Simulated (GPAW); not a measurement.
# PtS2 (P-3m1) in GPAW: reference runs

Reference runs on PtS2: the cell as given and a disturbed copy.

All numbers are computed with GPAW 26.7.0; they aren't measurements. Logs are shortened: lines on timing, memory, paths and dates and some standing lists are left out, and cuts for length are marked. The log counts tension as positive stress, the text compression.

**1. The crystal as given**

The structure is trigonal, space group P-3m1 (No. 164). The conventional cell has a = 3.543 Å, b = 3.543 Å, c = 5.039 Å, α = 90.00°, β = 90.00°, γ = 120.00°. Around Pt (site symmetry -3m) lie 6 S at 2.34 Å. Around S (site symmetry 3m) lie 3 Pt at 2.34 Å.

**2. Single point, PBE**

Contents of run.py:

```python
from ase import Atoms
from ase.dft.bandgap import bandgap
from ase.io import write
from ase.units import Bohr, GPa
from gpaw import GPAW, PW
from gpaw.elf import elf_from_dft_calculation

atoms = Atoms(['Pt', 'S', 'S'],
              cell=[[3.5432, 0.0, 0.0],
                    [-1.7716, 3.0685012107, 0.0],
                    [0.0, 0.0, 5.0388]],
              scaled_positions=[[0.0, 0.0, 0.0],
                                [0.6666666667, 0.3333333333, 0.773],
                                [0.3333333333, 0.6666666667, 0.227]],
              pbc=True)

calc = GPAW(mode=PW(600),
            xc='PBE',
            kpts={'size': (9, 9, 5), 'gamma': True},
            occupations={'name': 'fermi-dirac', 'width': 0.05},
            nbands=26,
            convergence={'density': 1e-05, 'energy': 1e-05},
            maxiter=150,
            txt='gpaw.txt')
atoms.calc = calc
energy = atoms.get_potential_energy()
forces = atoms.get_forces()
stress = atoms.get_stress()
calc.write('gs.gpw')
write('result.traj', atoms)
print(f'Energy: {energy:.6f} eV')
print('Forces (eV/A):')
print(forces.round(4))
print('Stress (GPa):', (stress / GPa).round(3))
print('Fermi level:', round(calc.get_fermi_level(), 4), 'eV')
print(f'Gap: {bandgap(calc)[0]:.4f} eV, direct: {bandgap(calc, direct=True)[0]:.4f} eV')

# fields on the real-space grid
write('density.cube', atoms, data=calc.get_pseudo_density() * Bohr**3)
write('potential.cube', atoms, data=calc.get_electrostatic_potential())
write('elf.cube', atoms, data=elf_from_dft_calculation(calc).data)
```

Potentials or basis: GPAW PAW data sets (gpaw-data 1.2.1), pw.

The run is started by

```
OMP_NUM_THREADS=1 python run.py
```

gpaw.txt:

```text
__  _  _
 | _ |_)|_||  |
 |__||  | ||/\| - 26.7.0

Input parameters:
  mode=PW(ecut=600.0),
  convergence={'density': 1e-05, 'energy': 1e-05},
  kpts=MonkhorstPack(size=(9, 9, 5), gamma=True),
  maxiter=150,
  nbands=26,
  occupations=Occupations(name='fermi-dirac', width=0.05),
  xc=XC(name='PBE')

Diagonalizing LCAO Hamiltonian
Converting LCAO to pw mode

            S

         S

       Pt

Atoms  # Å, Bohr magnetons
|   | symbol |         x |        y |        z |    initial magnetic moments |
|---|--------|-----------|----------|----------|-----------------------------|
| 0 |     Pt |  0.000000 | 0.000000 | 0.000000 | ( 0.0000,  0.0000,  0.0000) |
| 1 |      S |  1.771600 | 1.022834 | 3.894992 | ( 0.0000,  0.0000,  0.0000) |
| 2 |      S | -0.000000 | 2.045667 | 1.143808 | ( 0.0000,  0.0000,  0.0000) |

Unit cell  # Å
| periodic |         x |        y |        z |  lengths |     angles |
|----------|-----------|----------|----------|----------|------------|
|      yes |  3.543200 | 0.000000 | 0.000000 | 3.543200 |  90.000000 |
|      yes | -1.771600 | 3.068501 | 0.000000 | 3.543200 |  90.000000 |
|      yes |  0.000000 | 0.000000 | 5.038800 | 5.038800 | 120.000000 |

Number of symmetries: 12
Symmetry operations  # r_c * U_cc + t_c -> r_c
|    | kind |            matrix            |
|----|------|------------------------------|
|  0 |  σ   |  1, 1, 0,  0,-1, 0,  0, 0, 1 |
|  1 |  S6  |  1, 1, 0, -1, 0, 0,  0, 0,-1 |
|  2 |  E   |  1, 0, 0,  0, 1, 0,  0, 0, 1 |
|  3 |  C2  |  1, 0, 0, -1,-1, 0,  0, 0,-1 |
|  4 |  C2  |  0, 1, 0,  1, 0, 0,  0, 0,-1 |
|  5 |  C3  |  0, 1, 0, -1,-1, 0,  0, 0, 1 |
|  6 |  S6  |  0,-1, 0,  1, 1, 0,  0, 0,-1 |
|  7 |  σ   |  0,-1, 0, -1, 0, 0,  0, 0, 1 |
|  8 |  σ   | -1, 0, 0,  1, 1, 0,  0, 0, 1 |
|  9 |  i   | -1, 0, 0,  0,-1, 0,  0, 0,-1 |
| 10 |  C3  | -1,-1, 0,  1, 0, 0,  0, 0, 1 |
| 11 |  C2  | -1,-1, 0,  0, 1, 0,  0, 0,-1 |

BZ-sampling:
  Number of BZ points: 405
  Number of IBZ points: 50

  Monkhorst-Pack size: [9, 9, 5]
  Monkhorst-Pack shift: [0, 0, 0]

K-points  # in reciprocal-cell coordinates
|     |                                coordinates |     weight |
|-----|--------------------------------------------|------------|
|   0 | (  0.00000000,   0.00000000,   0.00000000) | 0.00246914 |
|   1 | (  0.00000000,   0.00000000,   0.20000000) | 0.00493827 |
|   2 | (  0.00000000,   0.00000000,   0.40000000) | 0.00493827 |
|   3 | (  0.11111111,   0.00000000,  -0.40000000) | 0.01481481 |
|   4 | (  0.11111111,   0.00000000,  -0.20000000) | 0.01481481 |
|   5 | (  0.11111111,   0.00000000,   0.00000000) | 0.01481481 |
|   6 | (  0.11111111,   0.00000000,   0.20000000) | 0.01481481 |
|   7 | (  0.11111111,   0.00000000,   0.40000000) | 0.01481481 |
|   8 | (  0.22222222,  -0.11111111,   0.00000000) | 0.01481481 |
|   9 | (  0.22222222,  -0.11111111,   0.20000000) | 0.02962963 |
| ... |                                            |            |
|  49 | (  0.44444444,   0.44444444,   0.40000000) | 0.02962963 |

Plane wave coefficients: 1863
Cutoff: 600.0 eV

Spin-components: 1 (collinear spins)
Bands:           26
Projectors:      16
Spin-degeneracy: 2
Datatype:        complex128

Density:
  Valence electrons: 28.0
  Components: 1
  Grid points: [21 21 30]
  Charge: 0.0  # |e|

Potential:
  Grid points: [21 21 30]

species:
  Pt:
    name:    Platinum
    Z:       78.0
    valence: 16
    core:    62
    charge:  0.0  # [|e|]
    compensation charges:
      type: gauss
      rc: 0.41  # [Å]
      lmax: 2
    cutoffs:
      filter: 2.26  # [Å]
      core: 2.26  # [Å]
    projectors
    | kind |    occ | energy [eV] | rcut [Å] |
    |------|--------|-------------|----------|
    |   6s |  1.000 |      -5.628 |    1.307 |
    |   5p |  6.000 |     -56.051 |    1.371 |
    |   6p |  0.000 |      -0.845 |    1.371 |
    |   5d |  9.000 |      -6.153 |    1.307 |
    |    s |        |      21.583 |    1.307 |
    |    d |        |      21.058 |    1.307 |

    Using partial waves for Pt as LCAO basis

  S:
    name:    Sulfur
    Z:       16.0
    valence: 6
    core:    10
    charge:  0.0  # [|e|]
    compensation charges:
      type: gauss
      rc: 0.24  # [Å]
      lmax: 2
    cutoffs:
      filter: 1.77  # [Å]
      core: 1.66  # [Å]
    projectors
    | kind |    occ | energy [eV] | rcut [Å] |
    |------|--------|-------------|----------|
    |   3s |  2.000 |     -17.254 |    0.974 |
    |   3p |  4.000 |      -7.008 |    0.979 |
    |    s |        |       9.957 |    0.974 |
    |    p |        |      20.203 |    0.979 |
    |    d |        |       0.000 |    0.900 |

    Using partial waves for S as LCAO basis

Reference energy: -522090.602563  # eV

eigensolver:
  PPCG
  Converge bands: occupied
  niter=2

density mixing:
  MSR1-Mixer
  Pratt-step length: 0.05
  Maximum mixing coefficient: 0.75
  Old densities: 10
  SVD Regularization: 0.005
  Good broyden scale: 1.0
  Trust region scale: 1.0
  Backstep threshold: 4.0
  History deletion threshold: 6.0
  Fourier metric: weight=20.0, sigma=0.015

occupation numbers:
  Fermi-Dirac:
    width: 0.0500  # eV

poisson solver:
  ecut: 4800.0  # eV

xc functional:
  name: PBE with 2 nearest neighbor stencil

convergence criteria:
- Maximum integral of absolute [dens]ity change: 1e-05 electrons / valence electron
- Maximum [total energy] change in last 3 cyles: 1e-05 eV / valence electron
- Maximum integral of absolute [eigenst]ate change: 4e-08 eV^2 / valence electron
maximum number of iterations: 150

SCF iterations
|iter     | |      energy | eigst |  dens |
|---------|-|-------------|-------|-------|
|iter:   1| |  -17.023964 | +0.36 |       |
|iter:   2| |  -16.488312 | -1.67 | -1.05 |
|iter:   3| |  -15.533655 | -1.57 | -1.13 |
|iter:   4| |  -15.511227 | -3.24 | -1.61 |
|iter:   5| |  -15.497346 | -3.27 | -1.82 |
|iter:   6| |  -15.497393 | -4.70 | -2.77 |
|iter:   7| |  -15.497471c| -5.07 | -3.23 |
|iter:   8| |  -15.497474c| -6.66 | -4.03 |
|iter:   9| |  -15.497474c| -7.57c| -4.52 |
|iter:  10| |  -15.497474c| -7.85c| -5.08c|

Converged in 10 steps
Energy contributions relative to reference atoms: (reference = -522090.602563)

Energy contributions:
  Kinetic:          12.471755
  Coulomb:         -13.205669
  Zero:             -0.301831
  External:          0.000000
  Xc:              -14.461726
  Entropy:          -0.000005
  Spinorbit:         0.000000
  ----------------------------
  Free energy:     -15.497477
  Extrapolated:    -15.497474

dipole moment: (-6.144397, -10.642408, -17.475947)  # |e|*Ang

Fermi level: 7.868
Eigenvalues  # (at kpt = [0.000, 0.000, 0.000])
| band index |      eig [eV] | occ [0-2] |
|------------|---------------|-----------|
|          0 |       -46.520 |     2.000 |
|        ... |               |           |
|          6 |         0.377 |     2.000 |
|          7 |         0.494 |     2.000 |
|          8 |         3.396 |     2.000 |
|          9 |         3.396 |     2.000 |
|         10 |         5.600 |     2.000 |
|         11 |         6.269 |     2.000 |
[... 8 lines left out ...]
|         20 |        19.345 |     0.000 |
|         21 |        19.921 |     0.000 |
|        ... |               |           |
|         25 |        21.130 |     0.000 |

Gap: 0.990 eV
Transition (v -> c):
  (s=0, k=12, n=13, [0.22, 0.00, -0.20]) -> (s=0, k=22, n=14, [0.33, 0.00, -0.20])
Direct/indirect transitions are different
Direct gap: 1.039 eV
Transition at: (s=0, k=12, n=13, [0.22, 0.00, -0.20])

Forces  # eV/Ang
|        x |        y |        z |
|----------|----------|----------|
|  0.00000 |  0.00000 |  0.00000 |  # Pt   0
| -0.00000 |  0.00000 | -1.29180 |  # S    1
|  0.00000 | -0.00000 |  1.29180 |  # S    2

Stress tensor  # eV/Ang^3
|         x |         y |         z |
|-----------|-----------|-----------|
| -0.076986 |  0.000000 |  0.000000 |
|  0.000000 | -0.076986 | -0.000000 |
|  0.000000 | -0.000000 | -0.065977 |

# Writing to gs.gpw (mode='')
```

Wall time 44 s (1 thread of Arm Neoverse V2, shared host); peak memory 0.2 GiB.

What came out:

| Item | Value |
| --- | --- |
| Free energy | -15.4975 eV |
| Pressure | 11.7 GPa |
| Largest force | 1.292 eV/Å |
| Band gap on the k mesh | 0.99 eV, indirect (least direct gap 1.04 eV) |

Forces in eV/Å, atoms in the order of the input:
```
Pt   0.000  0.000  0.000
S    0.000  0.000 -1.292
S    0.000  0.000  1.292
```

Levels at points of the mesh, in eV from the valence-band top:
```csv
k point,band 12,band 13,band 14,band 15,band 16,band 17
"(0.00, 0.00, 0.00)",-1.13,-1.13,-0.12,2.43,2.43,4.77
```

Caveat: spin-orbit coupling is left out, which moves the levels of the heavy elements; an odd mesh through Γ misses points on the zone boundary, where band edges often lie; forces of over 1 eV/Å show positions far from the minimum, so gaps and moduli don't describe the material at rest. As with any semilocal functional, this PBE gap is likely too small.

**3. Single point, PBE (atoms moved at random, drawn with an rms of 0.05 Å)**

Contents of run.py:

```python
from ase.dft.bandgap import bandgap
from ase.io import read, write
from ase.units import GPa
from gpaw import GPAW, PW

atoms = read('PtS2.xyz')

calc = GPAW(mode=PW(600),
            xc='PBE',
            kpts={'size': (9, 9, 5), 'gamma': True},
            occupations={'name': 'fermi-dirac', 'width': 0.05},
            nbands=26,
            convergence={'density': 1e-05, 'energy': 1e-05},
            maxiter=150,
            txt='gpaw.txt')
atoms.calc = calc
energy = atoms.get_potential_energy()
forces = atoms.get_forces()
stress = atoms.get_stress()
calc.write('gs.gpw')
write('result.traj', atoms)
print(f'Energy: {energy:.6f} eV')
print('Forces (eV/A):')
print(forces.round(4))
print('Stress (GPa):', (stress / GPa).round(3))
print('Fermi level:', round(calc.get_fermi_level(), 4), 'eV')
print(f'Gap: {bandgap(calc)[0]:.4f} eV, direct: {bandgap(calc, direct=True)[0]:.4f} eV')
```

Contents of PtS2.xyz:

```xyz
3
Lattice="3.5432000000 0.0000000000 0.0000000000 -1.7716000000 3.0685012107 0.0000000000 0.0000000000 0.0000000000 5.0388000000" Properties=species:S:1:pos:R:3 pbc="T T T"
Pt     0.0094993192     -0.0199759429      0.0506349012
S      1.7774321072      1.0159009698      3.8883764556
S     -0.0023987464      2.0604433300      1.1808629352
```

Potentials or basis: GPAW PAW data sets (gpaw-data 1.2.1), pw.

The run is started by

```
OMP_NUM_THREADS=1 python run.py
```

gpaw.txt:

```text
__  _  _
 | _ |_)|_||  |
 |__||  | ||/\| - 26.7.0

Input parameters:
  mode=PW(ecut=600.0),
  convergence={'density': 1e-05, 'energy': 1e-05},
  kpts=MonkhorstPack(size=(9, 9, 5), gamma=True),
  maxiter=150,
  nbands=26,
  occupations=Occupations(name='fermi-dirac', width=0.05),
  xc=XC(name='PBE')

Diagonalizing LCAO Hamiltonian
Converting LCAO to pw mode

            S

         S

       Pt

Atoms  # Å, Bohr magnetons
|   | symbol |         x |         y |        z |    initial magnetic moments |
|---|--------|-----------|-----------|----------|-----------------------------|
| 0 |     Pt |  0.009499 | -0.019976 | 0.050635 | ( 0.0000,  0.0000,  0.0000) |
| 1 |      S |  1.777432 |  1.015901 | 3.888376 | ( 0.0000,  0.0000,  0.0000) |
| 2 |      S | -0.002399 |  2.060443 | 1.180863 | ( 0.0000,  0.0000,  0.0000) |

Unit cell  # Å
| periodic |         x |        y |        z |  lengths |     angles |
|----------|-----------|----------|----------|----------|------------|
|      yes |  3.543200 | 0.000000 | 0.000000 | 3.543200 |  90.000000 |
|      yes | -1.771600 | 3.068501 | 0.000000 | 3.543200 |  90.000000 |
|      yes |  0.000000 | 0.000000 | 5.038800 | 5.038800 | 120.000000 |

Number of symmetries: 1
Symmetry operations  # r_c * U_cc + t_c -> r_c
|   | kind |            matrix            |
|---|------|------------------------------|
| 0 |  E   |  1, 0, 0,  0, 1, 0,  0, 0, 1 |

BZ-sampling:
  Number of BZ points: 405
  Number of IBZ points: 203

  Monkhorst-Pack size: [9, 9, 5]
  Monkhorst-Pack shift: [0, 0, 0]

K-points  # in reciprocal-cell coordinates
|     |                                coordinates |     weight |
|-----|--------------------------------------------|------------|
|   0 | (  0.00000000,   0.00000000,   0.00000000) | 0.00246914 |
|   1 | (  0.00000000,   0.00000000,   0.20000000) | 0.00493827 |
|   2 | (  0.00000000,   0.00000000,   0.40000000) | 0.00493827 |
|   3 | (  0.00000000,   0.11111111,  -0.40000000) | 0.00493827 |
|   4 | (  0.00000000,   0.11111111,  -0.20000000) | 0.00493827 |
|   5 | (  0.00000000,   0.11111111,   0.00000000) | 0.00493827 |
|   6 | (  0.00000000,   0.11111111,   0.20000000) | 0.00493827 |
|   7 | (  0.00000000,   0.11111111,   0.40000000) | 0.00493827 |
|   8 | (  0.00000000,   0.22222222,  -0.40000000) | 0.00493827 |
|   9 | (  0.00000000,   0.22222222,  -0.20000000) | 0.00493827 |
| ... |                                            |            |
| 202 | (  0.44444444,   0.44444444,   0.40000000) | 0.00493827 |

Plane wave coefficients: 1863
Cutoff: 600.0 eV

Spin-components: 1 (collinear spins)
Bands:           26
Projectors:      16
Spin-degeneracy: 2
Datatype:        complex128

Density:
  Valence electrons: 28.0
  Components: 1
  Grid points: [21 21 30]
  Charge: 0.0  # |e|

Potential:
  Grid points: [21 21 30]

species:
  Pt:
    name:    Platinum
    Z:       78.0
    valence: 16
    core:    62
    charge:  0.0  # [|e|]
    compensation charges:
      type: gauss
      rc: 0.41  # [Å]
      lmax: 2
    cutoffs:
      filter: 2.26  # [Å]
      core: 2.26  # [Å]
    projectors
    | kind |    occ | energy [eV] | rcut [Å] |
    |------|--------|-------------|----------|
    |   6s |  1.000 |      -5.628 |    1.307 |
    |   5p |  6.000 |     -56.051 |    1.371 |
    |   6p |  0.000 |      -0.845 |    1.371 |
    |   5d |  9.000 |      -6.153 |    1.307 |
    |    s |        |      21.583 |    1.307 |
    |    d |        |      21.058 |    1.307 |

    Using partial waves for Pt as LCAO basis

  S:
    name:    Sulfur
    Z:       16.0
    valence: 6
    core:    10
    charge:  0.0  # [|e|]
    compensation charges:
      type: gauss
      rc: 0.24  # [Å]
      lmax: 2
    cutoffs:
      filter: 1.77  # [Å]
      core: 1.66  # [Å]
    projectors
    | kind |    occ | energy [eV] | rcut [Å] |
    |------|--------|-------------|----------|
    |   3s |  2.000 |     -17.254 |    0.974 |
    |   3p |  4.000 |      -7.008 |    0.979 |
    |    s |        |       9.957 |    0.974 |
    |    p |        |      20.203 |    0.979 |
    |    d |        |       0.000 |    0.900 |

    Using partial waves for S as LCAO basis

Reference energy: -522090.602563  # eV

eigensolver:
  PPCG
  Converge bands: occupied
  niter=2

density mixing:
  MSR1-Mixer
  Pratt-step length: 0.05
  Maximum mixing coefficient: 0.75
  Old densities: 10
  SVD Regularization: 0.005
  Good broyden scale: 1.0
  Trust region scale: 1.0
  Backstep threshold: 4.0
  History deletion threshold: 6.0
  Fourier metric: weight=20.0, sigma=0.015

occupation numbers:
  Fermi-Dirac:
    width: 0.0500  # eV

poisson solver:
  ecut: 4800.0  # eV

xc functional:
  name: PBE with 2 nearest neighbor stencil

convergence criteria:
- Maximum integral of absolute [dens]ity change: 1e-05 electrons / valence electron
- Maximum [total energy] change in last 3 cyles: 1e-05 eV / valence electron
- Maximum integral of absolute [eigenst]ate change: 4e-08 eV^2 / valence electron
maximum number of iterations: 150

SCF iterations
|iter     | |      energy | eigst |  dens |
|---------|-|-------------|-------|-------|
|iter:   1| |  -17.035551 | +0.35 |       |
|iter:   2| |  -16.499275 | -1.68 | -1.06 |
|iter:   3| |  -15.561509 | -1.59 | -1.13 |
|iter:   4| |  -15.539535 | -3.27 | -1.60 |
|iter:   5| |  -15.525750 | -3.28 | -1.82 |
|iter:   6| |  -15.525782 | -4.66 | -2.74 |
|iter:   7| |  -15.525851c| -5.31 | -3.19 |
|iter:   8| |  -15.525851c| -5.68 | -3.38 |
|iter:   9| |  -15.525852c| -7.13 | -4.21 |
|iter:  10| |  -15.525853c| -7.85c| -4.63 |
|iter:  11| |  -15.525853c| -7.95c| -5.12c|

Converged in 11 steps
Energy contributions relative to reference atoms: (reference = -522090.602563)

Energy contributions:
  Kinetic:          10.055621
  Coulomb:         -11.217509
  Zero:             -0.293905
  External:          0.000000
  Xc:              -14.070054
  Entropy:          -0.000009
  Spinorbit:         0.000000
  ----------------------------
  Free energy:     -15.525857
  Extrapolated:    -15.525853

dipole moment: (6.264162, 10.431445, -16.471856)  # |e|*Ang

Fermi level: 7.843
Eigenvalues  # (at kpt = [0.000, 0.000, 0.000])
| band index |      eig [eV] | occ [0-2] |
|------------|---------------|-----------|
|          0 |       -46.486 |     2.000 |
|        ... |               |           |
|          6 |         0.495 |     2.000 |
|          7 |         0.532 |     2.000 |
|          8 |         3.437 |     2.000 |
|          9 |         3.452 |     2.000 |
|         10 |         5.524 |     2.000 |
|         11 |         6.273 |     2.000 |
[... 8 lines left out ...]
|         20 |        19.498 |     0.000 |
|         21 |        19.924 |     0.000 |
|        ... |               |           |
|         25 |        21.043 |     0.000 |

Gap: 0.869 eV
Transition (v -> c):
  (s=0, k=81, n=13, [0.22, -0.22, 0.20]) -> (s=0, k=150, n=14, [0.33, 0.33, 0.00])
Direct/indirect transitions are different
Direct gap: 0.999 eV
Transition at: (s=0, k=11, n=13, [0.00, 0.22, 0.20])

Forces  # eV/Ang
|        x |        y |        z |
|----------|----------|----------|
| -0.16688 |  0.47489 | -0.73886 |  # Pt   0
|  0.02035 | -0.08836 | -0.62266 |  # S    1
|  0.14652 | -0.38651 |  1.36160 |  # S    2

Stress tensor  # eV/Ang^3
|         x |         y |         z |
|-----------|-----------|-----------|
| -0.069523 |  0.001502 | -0.002424 |
|  0.001502 | -0.062238 |  0.005614 |
| -0.002424 |  0.005614 | -0.054766 |

# Writing to gs.gpw (mode='')
```

It took 3 min on 1 thread of Arm Neoverse V2, shared host; peak memory 0.38 GiB.

Results:

```
Free energy            : -15.5259 eV
Pressure               : 10.0 GPa
Largest force          : 1.423 eV/Å
Band gap on the k mesh : 0.87 eV, indirect (least direct gap 1.00 eV)
```

Forces in eV/Å, atoms in the order of the input:
```
Pt  -0.167  0.475 -0.739
S    0.020 -0.088 -0.623
S    0.147 -0.387  1.362
```

Levels at points of the mesh, in eV from the valence-band top:
```
           k point  band 12  band 13  band 14  band 15  band 16  band 17
(0.00, 0.00, 0.00)    -1.13    -1.07    -0.07     2.29     2.36     4.72
```

Caveat: spin-orbit coupling is left out, which moves the levels of the heavy elements; an odd mesh through Γ misses points on the zone boundary, where band edges often lie.
